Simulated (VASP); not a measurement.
# Sn (I4/mmm) in VASP: a series of runs

Runs on Sn. Level: PBEsol. Tasks: equation of state.

Everything below comes from runs of VASP 6.6.1. Logs are shortened: lines on timing, memory, paths and dates and some standing lists are left out, and cuts for length are marked.

### Step 1. The crystal as given

Symmetry: I4/mmm, No. 139, tetragonal system. Conventional cell: a = 4.022 Å, b = 4.022 Å, c = 3.255 Å, α = 90.00°, β = 90.00°, γ = 90.00°. Sn (site symmetry 4/mmm) is surrounded by 10 Sn at 3.25 to 3.28 Å.

This isn't the form of Sn at room conditions, which is tetragonal (white tin).

### Step 2. Equation of state, PBEsol, 25.27 Å³/atom (a relaxed cell with its volume scaled by 0.96)

Contents of INCAR:

```
PREC     = Accurate       # precision mode
ENCUT    = 520            # plane-wave cutoff, eV
EDIFF    = 1E-6           # SCF threshold, eV
ISMEAR   = -1             # smearing method
SIGMA    = 0.05           # smearing width, eV
LREAL    = False          # projectors in reciprocal space
LASPH    = True           # aspherical terms in the spheres
NELM     = 80             # most SCF steps
ALGO     = Fast           # electronic algorithm
ISIF     = 2              # what is computed and relaxed
LWAVE    = False          # write WAVECAR
LCHARG   = False          # write CHGCAR
GGA      = PS             # functional
```

Contents of KPOINTS:

```
Automatic mesh
0
Gamma
  8 8 8
```

Contents of POSCAR:

```
Sn                                      
1.0
   -1.9837780372      1.9837780372      1.6053499900
    1.9837780372     -1.9837780372      1.6053499900
    1.9837780372      1.9837780372     -1.6053499900
  Sn            
     1
Direct
     0.0000000000000000    0.0000000000000000    0.0000000000000000
```

Potentials or basis: VASP PAW PBE potentials, release 64 (Sn_d).

Run with:

```sh
$ cat potpaw_PBE.64/Sn_d/POTCAR > POTCAR
$ mpirun -np 1 vasp_std > vasp.out
```

OUTCAR:

```text
PREC = Accurate
   ENCUT = 520
   EDIFF = 1E-6
   ISMEAR = -1
   LREAL = False
   LASPH = True
   NELM = 80
   ISIF = 2
   GGA = PS

 ion  position               nearest neighbor table
   1  0.000  0.000  0.000-

  LATTYP: Found a body centered tetragonal cell.
 ALAT       =     3.9675560744
 C/A-ratio  =     0.8092387152

  Lattice vectors:

 A1 = (  -1.9837780372,   1.9837780372,   1.6053499900)
 A2 = (   1.9837780372,  -1.9837780372,   1.6053499900)
 A3 = (   1.9837780372,   1.9837780372,  -1.6053499900)

Analysis of symmetry for initial positions (statically):
=====================================================================
 Subroutine PRICEL returns:
 Original cell was already a primitive cell.

 Routine SETGRP: Setting up the symmetry group for a
 body centered tetragonal supercell.

 Subroutine GETGRP returns: Found 16 space group operations
 (whereof 16 operations were pure point group operations)
 out of a pool of 16 trial point group operations.

The static configuration has the point symmetry D_4h.

Analysis of symmetry for dynamics (positions and initial velocities):
=====================================================================
 Subroutine PRICEL returns:
 Original cell was already a primitive cell.

 Routine SETGRP: Setting up the symmetry group for a
 body centered tetragonal supercell.

 Subroutine GETGRP returns: Found 16 space group operations
 (whereof 16 operations were pure point group operations)
 out of a pool of 16 trial point group operations.

The dynamic configuration has the point symmetry D_4h.

 Subroutine INISYM returns: Found 16 space group operations
 (whereof 16 operations are pure point group operations),
 and found     1 'primitive' translations

----------------------------------------------------------------------------------------

                                     Primitive cell

  volume of cell :      25.2706

  direct lattice vectors                    reciprocal lattice vectors
    -1.983778037  1.983778037  1.605349990     0.000000000  0.252044327  0.311458562
     1.983778037 -1.983778037  1.605349990     0.252044327  0.000000000  0.311458562
     1.983778037  1.983778037 -1.605349990     0.252044327  0.252044327  0.000000000

  length of vectors
     3.232321022  3.232321022  3.232321022     0.400665420  0.400665420  0.356444505

  position of ions in fractional coordinates (direct lattice)
     0.000000000  0.000000000  0.000000000

  ion indices of the primitive-cell ions
   primitive index   ion index
                 1           1

----------------------------------------------------------------------------------------

 KPOINTS: Automatic mesh

Automatic generation of k-mesh.
 Grid dimensions read from file:
 generate k-points for:    8    8    8

 Generating k-lattice:

  Cartesian coordinates                     Fractional coordinates (reciprocal lattice)
     0.000000000  0.031505541  0.038932320     0.125000000  0.000000000  0.000000000
     0.031505541  0.000000000  0.038932320     0.000000000  0.125000000  0.000000000
     0.031505541  0.031505541  0.000000000     0.000000000  0.000000000  0.125000000

  Length of vectors
     0.050083177  0.050083177  0.044555563

  Shift w.r.t. Gamma in fractional coordinates (k-lattice)
     0.000000000  0.000000000  0.000000000

 Subroutine IBZKPT returns following result:
 ===========================================

 Found     59 irreducible k-points:

 Following reciprocal coordinates:
            Coordinates               Weight
  0.000000  0.000000  0.000000      1.000000
  0.125000  0.000000 -0.000000      8.000000
  0.250000  0.000000 -0.000000      8.000000
  0.375000  0.000000 -0.000000      8.000000
  0.500000  0.000000 -0.000000      4.000000
  0.125000  0.125000 -0.000000      8.000000
[... 16 lines left out ...]
  0.250000  0.125000  0.125000     16.000000
  0.375000  0.125000  0.125000      8.000000
 [... further k-points ...]
   k-points           NKPTS =     59   k-points in BZ     NKDIM =     59   number of bands    NBANDS=     11
   number of dos      NEDOS =    301   number of ions     NIONS =      1
   total plane-waves  NPLWV =  13824
   dimension x,y,z NGX =    24 NGY =   24 NGZ =   24
   dimension x,y,z NGXF=    48 NGYF=   48 NGZF=   48
   ions per type =               1
   NGX,Y,Z   is equivalent  to a cutoff of  12.34, 12.34, 12.34 a.u.
   NGXF,Y,Z  is equivalent  to a cutoff of  24.69, 24.69, 24.69 a.u.
 SYSTEM =  unknown system
   PREC   = accura    normal or accurate (medium, high low for compatibility)
   ISTART =      0    job   : 0-new  1-cont  2-samecut
   ICHARG =      2    charge: 1-file 2-atom 10-const
   ISPIN  =      1    spin polarized calculation?
   LNONCOLLINEAR =      F non collinear calculations
   LSORBIT =      F    spin-orbit coupling
   LASPH  =      T    aspherical Exc in radial PAW
   ENCUT  =  520.0 eV  38.22 Ry    6.18 a.u.   6.01  6.01  6.01*2*pi/ulx,y,z
   NELM   =     80;   NELMIN=  2; NELMDL= -5     # of ELM steps
   EDIFF  = 0.1E-05   stopping-criterion for ELM
   LREAL  =      F    real-space projection
   EDIFFG = 0.1E-04   stopping-criterion for IOM
   NSW    =      0    number of steps for IOM
   IBRION =     -1    ionic relax: 0-MD 1-quasi-New 2-CG
   NFREE  =      0    steps in history (QN), initial steepest desc. (CG)
   ISIF   =      2    stress and relaxation
   ISYM   =      2    0-nonsym 1-usesym 2-fastsym
   POTIM  = 0.5000    time-step for ionic-motion
   TEBEG  =    0.0;   TEEND  =   0.0 temperature during run
   PSTRESS=    0.0 pullay stress
   NELECT =      14.0000    total number of electrons
   NUPDOWN=      -1.0000    fix difference up-down
   EMIN   =  10.00;   EMAX   =-10.00  energy-range for DOS
   EFERMI =   0.00;   METHOD = LEGACY
   ISMEAR =    -1;   SIGMA  =   0.05  broadening in eV -4-tet -1-fermi 0-gaus
   EFERMI_NEDOS =   21; number of points for ismear=-14 and -15
   IALGO  =     68    algorithm
   IMIX   =      4    mixing-type and parameters
     AMIX     =   0.40;   BMIX     =  1.00
     AMIX_MAG =   1.60;   BMIX_MAG =  1.00
  volume/ion in A,a.u.               =      25.27       170.53
  Fermi-wavevector in a.u.,A,eV,Ry     =   1.344556  2.540842 24.597031  1.807831
  Thomas-Fermi vector in A             =   2.472540
   LORBIT       =      0    0 simple, 1 ext, 2 COOP (PROOUT), +10 PAW based schemes
   GGA     = PS    functional components
   LHFCALC =     F    Hartree Fock is set to
   AEXX    =    0.0000 exact exchange contribution
   IVDW    =     0    specifies the selected vdW correction
   LEPSILON=     F    determine dielectric tensor
   LRPA    =     F    only Hartree local field effects (RPA)
 non-spin polarized calculation
 RMM-DIIS sequential band-by-band and
  energy-cutoff  :      520.00
  volume of cell :       25.27
 maximum number of plane-waves:       710
   NGX = 11   NGY = 11   NGZ = 11

 number of electron      13.9999994 magnetization

 Free energy of the ion-electron system (eV)
  ---------------------------------------------------
  ext. energy  EPLUGINS =         0.00000000
  ---------------------------------------------------
  free energy    TOTEN  =        -4.24912276 eV

  energy without entropy =       -4.24393550  energy(sigma->0) =       -4.24652913

 E-fermi :   8.9076     XC(G=0): -10.8413

 val. band max:        8.8607430998   @ k =  -0.2500   0.3750   0.2500
 cond. band min:       8.9228048048   @ k =   0.2500   0.1250  -0.0000
 fundamental gap:      0.0620617051
 Fermi energy:         8.9076108379

 k-point     1 :       0.0000    0.0000    0.0000
  band No.  band energies     occupation
      1     -12.7069      2.00000
      2     -12.6164      2.00000
      3     -12.6024      2.00000
      4     -12.6024      2.00000
      5     -12.4569      2.00000
      6      -2.8474      2.00000
      7      15.9670      0.00000
      8      15.9670      0.00000
      9      19.1818      0.00000
     10      19.3959      0.00000
     11      20.5929      0.00000

 k-point     2 :       0.1250    0.0000   -0.0000
  band No.  band energies     occupation
      1     -12.6907      2.00000
      2     -12.6094      2.00000
      3     -12.5945      2.00000
      4     -12.5857      2.00000
      5     -12.4673      2.00000
      6      -2.4487      2.00000
      7      14.9260      0.00000
      8      15.0689      0.00000
      9      16.5643      0.00000
     10      19.7687      0.00000
     11      19.8853      0.00000

 k-point     3 :       0.2500    0.0000   -0.0000
  band No.  band energies     occupation
      1     -12.6975      2.00000
      2     -12.6255      2.00000
      3     -12.5276      2.00000
      4     -12.5181      2.00000
      5     -12.4885      2.00000
      6      -1.2447      2.00000
      7      11.5120      0.00000
      8      13.4637      0.00000
      9      14.3845      0.00000
     10      17.9300      0.00000
     11      18.0143      0.00000

 k-point     4 :       0.3750    0.0000   -0.0000
  band No.  band energies     occupation
      1     -12.7256      2.00000
      2     -12.6513      2.00000
      3     -12.5054      2.00000
      4     -12.4478      2.00000
      5     -12.4373      2.00000
      6       0.7623      2.00000
      7       7.3174      2.00000
      8      12.4369      0.00000
      9      13.5619      0.00000
     10      16.7750      0.00000
     11      16.7849      0.00000
[... 239 lines left out ...]
 k-point    22 :       0.1250    0.1250    0.1250
  band No.  band energies     occupation
      1     -12.6754      2.00000
      2     -12.6341      2.00000
      3     -12.5461      2.00000
      4     -12.4933      2.00000
      5     -12.4812      2.00000
      6      -0.6225      2.00000
      7       9.7422      0.00000
      8      11.8107      0.00000
      9      13.4494      0.00000
     10      19.3898      0.00000
     11      21.4641      0.00000

 k-point    23 :       0.2500    0.1250    0.1250
  band No.  band energies     occupation
      1     -12.6892      2.00000
      2     -12.6387      2.00000
      3     -12.5046      2.00000
      4     -12.4856      2.00000
      5     -12.4403      2.00000
      6       1.3518      2.00000
      7       7.5832      2.00000
      8       9.7177      0.00000
      9      11.2045      0.00000
     10      19.8717      0.00000
     11      21.0731      0.00000

 k-point    24 :       0.3750    0.1250    0.1250
  band No.  band energies     occupation
      1     -12.6980      2.00000
      2     -12.6385      2.00000
      3     -12.5084      2.00000
      4     -12.4554      2.00000
      5     -12.4288      2.00000
      6       3.4686      2.00000
      7       4.9436      2.00000
      8       9.5530      0.00000
      9      10.3319      0.00000
     10      20.1921      0.00000
     11      20.2562      0.00000

 [... further k-points ...]

------------------------ aborting loop because EDIFF is reached ----------------------------------------

  FORCE on cell =-STRESS in cart. coord.  units (eV):
  Direction    XX          YY          ZZ          XY          YZ          ZX
  --------------------------------------------------------------------------------------
  -------------------------------------------------------------------------------------
  Total        0.3816191      0.3816191      0.3887069      0.0000000      0.0000000      0.0000000
  in kB       24.1949558     24.1949558     24.6443239      0.0000000      0.0000000      0.0000000
  external PRESSURE =      24.3447451 kB  Pullay stress =       0.0000000 kB

 VOLUME and BASIS-vectors are now :
 -----------------------------------------------------------------------------
  energy-cutoff  :      520.00
  volume of cell :       25.27
      direct lattice vectors                 reciprocal lattice vectors
    -1.983778037  1.983778037  1.605349990     0.000000000  0.252044327  0.311458562
     1.983778037 -1.983778037  1.605349990     0.252044327  0.000000000  0.311458562
     1.983778037  1.983778037 -1.605349990     0.252044327  0.252044327  0.000000000

 POSITION                                       TOTAL-FORCE (eV/Angst)
 -----------------------------------------------------------------------------------
      0.00000      0.00000      0.00000         0.000000      0.000000      0.000000
 -----------------------------------------------------------------------------------
    total drift:                               -0.000000      0.000000      0.000000

  FREE ENERGIE OF THE ION-ELECTRON SYSTEM (eV)
  ---------------------------------------------------
  free  energy   TOTEN  =        -4.2491227577 eV

  energy  without entropy=       -4.2439354998  energy(sigma->0) =       -4.24652913
```

Wall time 9.1 s (1 thread of Intel Xeon Platinum 8488C (Sapphire Rapids), shared host); peak memory 0.14 GiB.

What came out:

- Free energy: -4.2491 eV
- Pressure: 2.4 GPa
- Band gap on the k mesh: none (metal or under the smearing width)

Caveat: the PAW data sets were made with another functional, which shifts forces and pressure a little.

### Step 3. Equation of state, PBEsol, 25.80 Å³/atom (a relaxed cell with its volume scaled by 0.98)

INCAR is that of step 2.

KPOINTS is that of step 2.

Contents of POSCAR:

```
Sn                                      
1.0
   -1.9974596974      1.9974596974      1.6164217191
    1.9974596974     -1.9974596974      1.6164217191
    1.9974596974      1.9974596974     -1.6164217191
  Sn            
     1
Direct
     0.0000000000000000    0.0000000000000000    0.0000000000000000
```

Potentials or basis: VASP PAW PBE potentials, release 64 (Sn_d).

Run with:

```sh
$ cat potpaw_PBE.64/Sn_d/POTCAR > POTCAR
$ mpirun -np 1 vasp_std > vasp.out
```

Run time: 8.7 s. Hardware: 1 thread of Intel Xeon Platinum 8488C (Sapphire Rapids), shared host; peak memory 0.14 GiB.

Results (log left out):

| Quantity | Value |
| --- | --- |
| Free energy | -4.2550 eV |
| Pressure | 1.2 GPa |
| Band gap on the k mesh | none (metal or under the smearing width) |

Caveat: the PAW data sets were made with another functional, which shifts forces and pressure a little.

### Step 4. Equation of state, PBEsol, 26.32 Å³/atom

INCAR is that of step 3.

KPOINTS is that of step 3.

Contents of POSCAR:

```
Sn                                      
1.0
   -2.0109564561      2.0109564561      1.6273438188
    2.0109564561     -2.0109564561      1.6273438188
    2.0109564561      2.0109564561     -1.6273438188
  Sn            
     1
Direct
     0.0000000000000000    0.0000000000000000    0.0000000000000000
```

Run with:

```sh
$ cat potpaw_PBE.64/Sn_d/POTCAR > POTCAR
$ mpirun -np 1 vasp_std > vasp.out
```

It took 8.7 s on 1 thread of Intel Xeon Platinum 8488C (Sapphire Rapids), shared host; peak memory 0.13 GiB.

Results (log left out):

* Free energy: -4.2569 eV
* Pressure: 0.0 GPa
* Band gap on the k mesh: none (metal or under the smearing width)

Caveat: the PAW data sets were made with another functional, which shifts forces and pressure a little.

### Step 5. Equation of state, PBEsol, 26.85 Å³/atom (a relaxed cell with its volume scaled by 1.02)

INCAR is that of step 4.

KPOINTS is that of step 4.

Contents of POSCAR:

```
Sn                                      
1.0
   -2.0242744366      2.0242744366      1.6381212443
    2.0242744366     -2.0242744366      1.6381212443
    2.0242744366      2.0242744366     -1.6381212443
  Sn            
     1
Direct
     0.0000000000000000    0.0000000000000000    0.0000000000000000
```

Run with:

```sh
$ cat potpaw_PBE.64/Sn_d/POTCAR > POTCAR
$ mpirun -np 1 vasp_std > vasp.out
```

It took 14 s on 1 thread of Intel Xeon Platinum 8488C (Sapphire Rapids), shared host; peak memory 0.16 GiB.

The run converged. Its results:

- Free energy: -4.2552 eV
- Pressure: -1.0 GPa
- Band gap on the k mesh: none (metal or under the smearing width)

Caveat: the PAW data sets were made with another functional, which shifts forces and pressure a little.

### Step 6. Equation of state, PBEsol, 27.38 Å³/atom (a relaxed cell with its volume scaled by 1.04)

INCAR is that of step 5.

KPOINTS is that of step 5.

Contents of POSCAR:

```
Sn                                      
1.0
   -2.0374194442      2.0374194442      1.6487586933
    2.0374194442     -2.0374194442      1.6487586933
    2.0374194442      2.0374194442     -1.6487586933
  Sn            
     1
Direct
     0.0000000000000000    0.0000000000000000    0.0000000000000000
```

Potentials or basis: VASP PAW PBE potentials, release 64 (Sn_d).

Run with:

```sh
$ cat potpaw_PBE.64/Sn_d/POTCAR > POTCAR
$ mpirun -np 1 vasp_std > vasp.out
```

It took 15 s on 1 thread of Intel Xeon Platinum 8488C (Sapphire Rapids), shared host; peak memory 0.15 GiB.

Results (log left out):

```yaml
Free_energy: -4.2502 eV
Pressure: -2.0 GPa
Band_gap_on_the_k_mesh: none (metal or under the smearing width)
```

Caveat: the PAW data sets were made with another functional, which shifts forces and pressure a little.

### Step 7. Equation of state, PBEsol

This step only gathers the single runs of the series.

What came out:

| Item | Value |
| --- | --- |
| Equilibrium volume | 26.33 Å³/atom |
| Bulk modulus at fixed shape and positions | 55 GPa |
| Pressure derivative of the bulk modulus | 4.0 (rough: it moves with the points fitted) |

Energy against volume, from the lowest point:
```tsv
volume (Å³/atom)	energy (meV/atom)
25.271	7.76
25.797	1.89
26.324	0.00
26.850	1.70
27.377	6.66
```

Caveat: the cell was scaled at fixed shape and fractional positions, which overstates the stiffness of a crystal with free parameters, most of all of layers and chains; the PAW data sets were made with another functional, which shifts forces and pressure a little.
